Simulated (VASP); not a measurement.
# As in VASP: notebook

Runs on As. Level: revPBE+D3(BJ). Tasks: single point.

Program: VASP 6.6.1. These are calculated values, not measurements. Logs are shortened: lines on timing, memory, paths and dates and some standing lists are left out, and cuts for length are marked.

## (1) The structure

The cell holds a sheet with vacuum, 2 atoms: a = 3.565 Å, b = 3.565 Å, c = 26.600 Å, α = 90.00°, β = 90.00°, γ = 120.00°.

The cell was built by a generator and needn't be a form met in nature.

## (2) Single point, revPBE+D3(BJ)

Input file INCAR:

```
PREC = Accurate ; ENCUT = 520
EDIFF = 1E-7 ; ISMEAR = 0
SIGMA = 0.03 ; LREAL = F
LASPH = T ; NELM = 100
ALGO = Normal ; ISIF = 2
LWAVE = F ; LCHARG = F
LDIPOL = T ; IDIPOL = 3
DIPOL = 0.5 0.5 0.289 ; GGA = RE
IVDW = 12 ; NBANDS = 12
```

Input file KPOINTS:

```
regular mesh
0
Gamma
  12 12 1
```

Input file POSCAR:

```
As
1.0
    3.5645672861      0.0000000000      0.0000000000
   -1.7822836431      3.0870058233      0.0000000000
    0.0000000000      0.0000000000     26.6000000028
As
2
Direct
    0.3333333333      0.6666666667      0.2630737857
    0.6666666667      0.3333333333      0.3158735827
```

Potentials or basis: VASP PAW PBE potentials, release 64 (As).

Launch:

```
$ cat potpaw_PBE.64/As/POTCAR > POTCAR
$ mpirun -np 1 vasp_std > vasp.out
```

OUTCAR:

```text
PREC = Accurate
   ENCUT = 520
   EDIFF = 1E-7
   ISMEAR = 0
   LREAL = F
   LASPH = T
   NELM = 100
   ISIF = 2
   GGA = RE
   IVDW = 12
 IVDW          = 12

 ion  position               nearest neighbor table
   1  0.333  0.667  0.263-   2 2.49   2 2.49   2 2.49
   2  0.667  0.333  0.316-   1 2.49   1 2.49   1 2.49

  LATTYP: Found a hexagonal cell.
 ALAT       =     3.5645672861
 C/A-ratio  =     7.4623363421

  Lattice vectors:

 A1 = (   3.5645672861,   0.0000000000,   0.0000000000)
 A2 = (  -1.7822836431,   3.0870058233,   0.0000000000)
 A3 = (   0.0000000000,   0.0000000000,  26.6000000028)

Analysis of symmetry for initial positions (statically):
=====================================================================
 Subroutine PRICEL returns:
 Original cell was already a primitive cell.

 Routine SETGRP: Setting up the symmetry group for a
 hexagonal supercell.

 Subroutine GETGRP returns: Found 12 space group operations
 (whereof  6 operations were pure point group operations)
 out of a pool of 24 trial point group operations.

The static configuration has the point symmetry C_3v.
 The point group associated with its full space group is D_3d.

Analysis of symmetry for dynamics (positions and initial velocities):
=====================================================================
 Subroutine PRICEL returns:
 Original cell was already a primitive cell.

 Routine SETGRP: Setting up the symmetry group for a
 hexagonal supercell.

 Subroutine GETGRP returns: Found 12 space group operations
 (whereof  6 operations were pure point group operations)
 out of a pool of 24 trial point group operations.

The dynamic configuration has the point symmetry C_3v.
 The point group associated with its full space group is D_3d.

 Subroutine INISYM returns: Found 12 space group operations
 (whereof  6 operations are pure point group operations),
 and found     1 'primitive' translations

----------------------------------------------------------------------------------------

                                     Primitive cell

  volume of cell :     292.7021

  direct lattice vectors                    reciprocal lattice vectors
     3.564567286  0.000000000  0.000000000     0.280538960  0.161969244  0.000000000
    -1.782283643  3.087005823  0.000000000     0.000000000  0.323938488  0.000000000
     0.000000000  0.000000000 26.600000003     0.000000000  0.000000000  0.037593985

  length of vectors
     3.564567286  3.564567286 26.600000003     0.323938488  0.323938488  0.037593985

  position of ions in fractional coordinates (direct lattice)
     0.333333333  0.666666667  0.263073786
     0.666666667  0.333333333  0.315873583

  ion indices of the primitive-cell ions
   primitive index   ion index
                 1           1
                 2           2

----------------------------------------------------------------------------------------

 KPOINTS: regular mesh

Automatic generation of k-mesh.
 Grid dimensions read from file:
 generate k-points for:   12   12    1

 Generating k-lattice:

  Cartesian coordinates                     Fractional coordinates (reciprocal lattice)
     0.023378247  0.013497437  0.000000000     0.083333333  0.000000000  0.000000000
     0.000000000  0.026994874  0.000000000     0.000000000  0.083333333  0.000000000
     0.000000000  0.000000000  0.037593985     0.000000000  0.000000000  1.000000000

  Length of vectors
     0.026994874  0.026994874  0.037593985

  Shift w.r.t. Gamma in fractional coordinates (k-lattice)
     0.000000000  0.000000000  0.000000000

 Subroutine IBZKPT returns following result:
 ===========================================

 Found     19 irreducible k-points:

 Following reciprocal coordinates:
            Coordinates               Weight
  0.000000  0.000000  0.000000      1.000000
  0.083333  0.000000  0.000000      6.000000
  0.166667 -0.000000  0.000000      6.000000
  0.250000 -0.000000  0.000000      6.000000
  0.333333  0.000000  0.000000      6.000000
  0.416667 -0.000000  0.000000      6.000000
[... 11 lines left out ...]
  0.333333  0.250000  0.000000     12.000000
  0.333333  0.333333  0.000000      2.000000
   k-points           NKPTS =     19   k-points in BZ     NKDIM =     19   number of bands    NBANDS=     12
   number of dos      NEDOS =    301   number of ions     NIONS =      2
   total plane-waves  NPLWV = 156800
   dimension x,y,z NGX =    28 NGY =   28 NGZ =  200
   dimension x,y,z NGXF=    56 NGYF=   56 NGZF=  400
   ions per type =               2
   NGX,Y,Z   is equivalent  to a cutoff of  13.06, 13.06, 12.50 a.u.
   NGXF,Y,Z  is equivalent  to a cutoff of  26.12, 26.12, 25.00 a.u.
 SYSTEM =  unknown system
   PREC   = accura    normal or accurate (medium, high low for compatibility)
   ISTART =      0    job   : 0-new  1-cont  2-samecut
   ICHARG =      2    charge: 1-file 2-atom 10-const
   ISPIN  =      1    spin polarized calculation?
   LNONCOLLINEAR =      F non collinear calculations
   LSORBIT =      F    spin-orbit coupling
   LASPH  =      T    aspherical Exc in radial PAW
   ENCUT  =  520.0 eV  38.22 Ry    6.18 a.u.   6.63  6.63 49.46*2*pi/ulx,y,z
   NELM   =    100;   NELMIN=  2; NELMDL= -5     # of ELM steps
   EDIFF  = 0.1E-06   stopping-criterion for ELM
   LREAL  =      F    real-space projection
   EDIFFG = 0.1E-05   stopping-criterion for IOM
   NSW    =      0    number of steps for IOM
   IBRION =     -1    ionic relax: 0-MD 1-quasi-New 2-CG
   NFREE  =      0    steps in history (QN), initial steepest desc. (CG)
   ISIF   =      2    stress and relaxation
   ISYM   =      2    0-nonsym 1-usesym 2-fastsym
   POTIM  = 0.5000    time-step for ionic-motion
   TEBEG  =    0.0;   TEEND  =   0.0 temperature during run
   PSTRESS=    0.0 pullay stress
   NELECT =      10.0000    total number of electrons
   NUPDOWN=      -1.0000    fix difference up-down
   EMIN   =  10.00;   EMAX   =-10.00  energy-range for DOS
   EFERMI =   0.00;   METHOD = LEGACY
   ISMEAR =     0;   SIGMA  =   0.03  broadening in eV -4-tet -1-fermi 0-gaus
   EFERMI_NEDOS =   21; number of points for ismear=-14 and -15
   IALGO  =     38    algorithm
   IMIX   =      4    mixing-type and parameters
     AMIX     =   0.40;   BMIX     =  1.00
     AMIX_MAG =   1.60;   BMIX_MAG =  1.00
  volume/ion in A,a.u.               =     146.35       987.63
  Fermi-wavevector in a.u.,A,eV,Ry     =   0.531210  1.003841  3.839346  0.282184
  Thomas-Fermi vector in A             =   1.554129
   LORBIT       =      0    0 simple, 1 ext, 2 COOP (PROOUT), +10 PAW based schemes
   GGA     = RE    functional components
   LHFCALC =     F    Hartree Fock is set to
   AEXX    =    0.0000 exact exchange contribution
   IVDW    =    12    specifies the selected vdW correction
   LEPSILON=     F    determine dielectric tensor
   LRPA    =     F    only Hartree local field effects (RPA)
 non-spin polarized calculation
 Gauss-broadening in eV      SIGMA  =   0.03
  energy-cutoff  :      520.00
  volume of cell :      292.70
 maximum number of plane-waves:      7995
 NGX is ok and might be reduce to    28
   NGX = 13   NGY = 13   NGZ = 99

 dipolmoment           0.000000      0.000000     -0.000017 electrons x Angstroem

 number of electron      10.0000001 magnetization

 dipolmoment           0.000000      0.000000      0.000001 electrons x Angstroem

 Free energy of the ion-electron system (eV)
  ---------------------------------------------------
  ext. energy  EPLUGINS =         0.00000000
  ---------------------------------------------------
  free energy    TOTEN  =        -8.82524095 eV

  energy without entropy =       -8.82524095  energy(sigma->0) =       -8.82524095

 E-fermi :  -3.5077     XC(G=0):  -1.9831

 val. band max:       -3.7079943588   @ k =   0.0000   0.0000   0.0000
 cond. band min:      -2.1489938155   @ k =   0.3333   0.0000   0.0000
 fundamental gap:      1.5590005433
 Fermi energy:        -3.5077214074

 k-point     1 :       0.0000    0.0000    0.0000
  band No.  band energies     occupation
      1     -17.4145      2.00000
      2     -11.0278      2.00000
      3      -4.4525      2.00000
      4      -3.7080      2.00000
      5      -3.7080      2.00000
      6      -1.6000      0.00000
      7      -0.2015      0.00000
      8      -0.2015      0.00000
      9       0.9121      0.00000
     10       1.1315      0.00000
     11       1.5992      0.00000
     12       1.9155      0.00000

 k-point     2 :       0.0833    0.0000    0.0000
  band No.  band energies     occupation
      1     -17.3194      2.00000
      2     -11.0070      2.00000
      3      -4.6195      2.00000
      4      -4.4046      2.00000
      5      -3.9245      2.00000
      6      -1.0233      0.00000
      7      -0.2847      0.00000
      8       0.0152      0.00000
      9       1.0559      0.00000
     10       1.2455      0.00000
     11       1.7089      0.00000
     12       2.0295      0.00000

 k-point     3 :       0.1667   -0.0000    0.0000
  band No.  band energies     occupation
      1     -17.0367      2.00000
      2     -10.9915      2.00000
      3      -5.9985      2.00000
      4      -4.4018      2.00000
      5      -4.2981      2.00000
      6      -1.4404      0.00000
      7       0.4313      0.00000
      8       0.4328      0.00000
      9       1.4114      0.00000
     10       1.6109      0.00000
     11       2.0364      0.00000
     12       2.3589      0.00000

 k-point     4 :       0.2500   -0.0000    0.0000
  band No.  band energies     occupation
      1     -16.5765      2.00000
      2     -11.1469      2.00000
      3      -7.0699      2.00000
      4      -4.9042      2.00000
      5      -4.2848      2.00000
      6      -2.0087      0.00000
      7       0.6140      0.00000
      8       0.7218      0.00000
      9       1.7734      0.00000
     10       2.1402      0.00000
     11       2.5772      0.00000
     12       2.8645      0.00000

 k-point     5 :       0.3333    0.0000    0.0000
  band No.  band energies     occupation
      1     -15.9651      2.00000
      2     -11.6810      2.00000
      3      -7.5166      2.00000
      4      -5.3110      2.00000
      5      -4.6043      2.00000
      6      -2.1490      0.00000
      7       0.0837      0.00000
      8       0.8064      0.00000
      9       2.4609      0.00000
     10       2.6765      0.00000
     11       3.2612      0.00000
     12       3.6069      0.00000
[... 153 lines left out ...]
      1     -14.5996      2.00000
      2     -13.0486      2.00000
      3      -7.6201      2.00000
      4      -6.3117      2.00000
      5      -5.4330      2.00000
      6      -1.1612      0.00000
      7      -0.0381      0.00000
      8       0.4004      0.00000
      9       3.0440      0.00000
     10       4.8654      0.00000
     11       4.9813      0.00000
     12       5.2428      0.00000

 k-point    17 :       0.2500    0.2500    0.0000
  band No.  band energies     occupation
      1     -15.0552      2.00000
      2     -12.4757      2.00000
      3      -7.5866      2.00000
      4      -6.8193      2.00000
      5      -4.9038      2.00000
      6      -1.1934      0.00000
      7      -0.2822      0.00000
      8       1.2153      0.00000
      9       3.6859      0.00000
     10       3.7350      0.00000
     11       4.2991      0.00000
     12       4.5808      0.00000

 k-point    18 :       0.3333    0.2500    0.0000
  band No.  band energies     occupation
      1     -14.3954      2.00000
      2     -13.1397      2.00000
      3      -8.0093      2.00000
      4      -6.3280      2.00000
      5      -5.4027      2.00000
      6      -1.5912      0.00000
      7       0.3191      0.00000
      8       0.9506      0.00000
      9       4.0569      0.00000
     10       4.6368      0.00000
     11       4.7451      0.00000
     12       5.2906      0.00000

 k-point    19 :       0.3333    0.3333    0.0000
  band No.  band energies     occupation
      1     -13.7492      2.00000
      2     -13.7492      2.00000
      3      -8.2500      2.00000
      4      -5.8450      2.00000
      5      -5.8450      2.00000
      6      -1.8450      0.00000
      7       0.8102      0.00000
      8       0.8102      0.00000
      9       4.3839      0.00000
     10       5.3093      0.00000
     11       5.3093      0.00000
     12       5.9361      0.00000

------------------------ aborting loop because EDIFF is reached ----------------------------------------

 vacuum level on the upper side and lower side of the slab       (xc-potential included)        -0.007        -0.007

 Edisp (eV)   -0.86676

 E8    (eV) :    -0.6228

  FORCE on cell =-STRESS in cart. coord.  units (eV):
  Direction    XX          YY          ZZ          XY          YZ          ZX
  --------------------------------------------------------------------------------------
  -------------------------------------------------------------------------------------
  Total       0.07236     0.07236     0.11482    -0.00000     0.00000     0.00000
  in kB       0.39609     0.39609     0.62849    -0.00000     0.00000     0.00000
  external pressure =        0.47 kB  Pullay stress =        0.00 kB

 VOLUME and BASIS-vectors are now :
 -----------------------------------------------------------------------------
  energy-cutoff  :      520.00
  volume of cell :      292.70
      direct lattice vectors                 reciprocal lattice vectors
     3.564567286  0.000000000  0.000000000     0.280538960  0.161969244  0.000000000
    -1.782283643  3.087005823  0.000000000     0.000000000  0.323938488  0.000000000
     0.000000000  0.000000000 26.600000003     0.000000000  0.000000000  0.037593985

 POSITION                                       TOTAL-FORCE (eV/Angst)
 -----------------------------------------------------------------------------------
     -0.00000      2.05800      6.99776         0.000000     -0.000000     -0.083110
      1.78228      1.02900      8.40224        -0.000000      0.000000      0.083110
 -----------------------------------------------------------------------------------
    total drift:                                0.000000      0.000000     -0.000003

  FREE ENERGIE OF THE ION-ELECTRON SYSTEM (eV)
  ---------------------------------------------------
  free  energy   TOTEN  =        -9.6919973861 eV

  energy  without entropy=       -9.6919973861  energy(sigma->0) =       -9.69199739

 vacuum level on the upper side and lower side of the slab         1.425         1.426
```

Wall time 2.2 min (1 thread of Intel Xeon Platinum 8488C (Sapphire Rapids), shared host); peak memory 0.41 GiB.

Results:

| Property | Result |
| --- | --- |
| Free energy | -9.6920 eV |
| Largest force | 0.083 eV/Å |
| Band gap on the k mesh | 1.56 eV, indirect (least direct gap 2.11 eV) |
| Dispersion energy per atom | -0.433 eV |

Forces on the atoms (eV/Å):
```
As   0.000  0.000 -0.083
As   0.000  0.000  0.083
```

Levels at points of the mesh, in eV from the valence-band top:
```tsv
k point	band 3	band 4	band 5	band 6	band 7	band 8
(0.00, 0.00, 0.00)	-0.74	0.00	0.00	2.11	3.51	3.51
(0.50, 0.00, 0.00)	-3.58	-1.95	-1.73	1.95	3.02	4.48
```

Caveat: the PAW data sets were made with another functional, which shifts forces and pressure a little.

## (3) Single point, revPBE+D3(BJ)

This run uses another cell than the first one, of 86.42 Å³/atom, 0.591 times its volume.

Input file INCAR:

```
SYSTEM = As
  PREC = Accurate
  ENCUT = 520
  EDIFF = 1E-6
  ISMEAR = 0
  SIGMA = 0.03
  LREAL = .False.
  LASPH = .True.
  NELM = 100
  ALGO = Normal
  ISIF = 2
  LWAVE = .False.
  LCHARG = .False.
  LDIPOL = .True.
  IDIPOL = 3
  DIPOL = 0.5 0.5 0.500
  GGA = RE
  IVDW = 12
  NBANDS = 12
```

Input file KPOINTS:

```
regular mesh
0
Gamma
  12 12 1
  0 0 0
```

Input file POSCAR:

```
As
1.0
    3.6000000000      0.0000000000      0.0000000000
   -1.8000000000      3.1176914536      0.0000000000
    0.0000000000      0.0000000000     15.4000000000
As
2
Direct
    0.3333330000      0.6666670000      0.4545454545
    0.6666670000      0.3333330000      0.5454545455
```

Potentials or basis: VASP PAW PBE potentials, release 64 (As).

Launch:

```
$ cat potpaw_PBE.64/As/POTCAR > POTCAR
$ mpirun -np 1 vasp_std > vasp.out
```

OUTCAR:

```text
SYSTEM = As
   PREC = Accurate
   ENCUT = 520
   EDIFF = 1E-6
   ISMEAR = 0
   LREAL = .False.
   LASPH = .True.
   NELM = 100
   ISIF = 2
   GGA = RE
   IVDW = 12
 IVDW          = 12

 ion  position               nearest neighbor table
   1  0.333  0.667  0.455-   2 2.51   2 2.51   2 2.51
   2  0.667  0.333  0.545-   1 2.51   1 2.51   1 2.51

  LATTYP: Found a hexagonal cell.
 ALAT       =     3.6000000000
 C/A-ratio  =     4.2777777778

  Lattice vectors:

 A1 = (   3.6000000000,   0.0000000000,   0.0000000000)
 A2 = (  -1.8000000000,   3.1176914536,   0.0000000000)
[... 469 lines left out ...]

 Edisp (eV)   -0.85099

 E8    (eV) :    -0.6107

  FORCE on cell =-STRESS in cart. coord.  units (eV):
  Direction    XX          YY          ZZ          XY          YZ          ZX
  --------------------------------------------------------------------------------------
  -------------------------------------------------------------------------------------
  Total      -0.39752    -0.39752     0.01036     0.00000    -0.00000     0.00000
  in kB      -3.68475    -3.68475     0.09602     0.00000    -0.00000     0.00000
  external pressure =       -2.42 kB  Pullay stress =        0.00 kB

 VOLUME and BASIS-vectors are now :
 -----------------------------------------------------------------------------
  energy-cutoff  :      520.00
  volume of cell :      172.84
      direct lattice vectors                 reciprocal lattice vectors
     3.600000000  0.000000000  0.000000000     0.277777778  0.160375075  0.000000000
    -1.800000000  3.117691454  0.000000000     0.000000000  0.320750150  0.000000000
     0.000000000  0.000000000 15.400000000     0.000000000  0.000000000  0.064935065

 POSITION                                       TOTAL-FORCE (eV/Angst)
 -----------------------------------------------------------------------------------
     -0.00000      2.07846      7.00000        -0.000000      0.000000     -0.013315
      1.80000      1.03923      8.40000         0.000000      0.000000      0.013315
 -----------------------------------------------------------------------------------
    total drift:                                0.000000     -0.000000      0.000000

  FREE ENERGIE OF THE ION-ELECTRON SYSTEM (eV)
  ---------------------------------------------------
  free  energy   TOTEN  =        -9.6898754270 eV

  energy  without entropy=       -9.6898754270  energy(sigma->0) =       -9.68987543

 vacuum level on the upper side and lower side of the slab         2.294         2.294
```

OSZICAR:

```text
N       E                     dE             d eps       ncg     rms          rms(c)
DAV:   1     0.554041695206E+02    0.55404E+02   -0.30546E+03   456   0.566E+02
DAV:   2    -0.337258795643E+01   -0.58777E+02   -0.55933E+02   688   0.953E+01
DAV:   3    -0.879464065187E+01   -0.54221E+01   -0.53912E+01   608   0.361E+01
DAV:   4    -0.888208771050E+01   -0.87447E-01   -0.87424E-01   608   0.538E+00
DAV:   5    -0.888300669208E+01   -0.91898E-03   -0.91897E-03   604   0.521E-01    0.332E+00
DAV:   6    -0.885596185553E+01    0.27045E-01   -0.13922E-02   568   0.641E-01    0.199E+00
DAV:   7    -0.883941008506E+01    0.16552E-01   -0.32783E-02   568   0.991E-01    0.122E-01
DAV:   8    -0.883942474067E+01   -0.14656E-04   -0.20454E-03   588   0.222E-01    0.361E-02
DAV:   9    -0.883910039960E+01    0.32434E-03   -0.29902E-04   600   0.914E-02    0.202E-02
DAV:  10    -0.883889229980E+01    0.20810E-03   -0.70777E-05   548   0.401E-02    0.975E-03
DAV:  11    -0.883885744780E+01    0.34852E-04   -0.11204E-05   496   0.147E-02    0.644E-03
DAV:  12    -0.883878367480E+01    0.73773E-04   -0.40867E-05   496   0.241E-02    0.345E-03
DAV:  13    -0.883881260509E+01   -0.28930E-04   -0.73160E-06   464   0.141E-02    0.281E-03
DAV:  14    -0.883886378232E+01   -0.51177E-04   -0.24343E-06   508   0.641E-03    0.115E-03
DAV:  15    -0.883887869077E+01   -0.14908E-04   -0.36675E-07   576   0.235E-03    0.320E-04
DAV:  16    -0.883888491635E+01   -0.62256E-05   -0.31040E-07   512   0.168E-03    0.251E-04
DAV:  17    -0.883888560314E+01   -0.68680E-06   -0.42115E-08   492   0.553E-04
   1 F= -.96898754E+01 E0= -.96898754E+01  d E =-.164374E-15
```

It took 39 s on 1 thread of Intel Xeon Platinum 8488C (Sapphire Rapids), shared host; peak memory 0.29 GiB.

What came out:

- Free energy: -9.6899 eV
- Largest force: 0.013 eV/Å
- Band gap on the k mesh: 1.64 eV, indirect (least direct gap 2.01 eV)
- Dispersion energy per atom: -0.425 eV

Forces on the atoms (eV/Å):
```
As   0.000  0.000 -0.013
As   0.000  0.000  0.013
```

Caveat: the PAW data sets were made with another functional, which shifts forces and pressure a little.
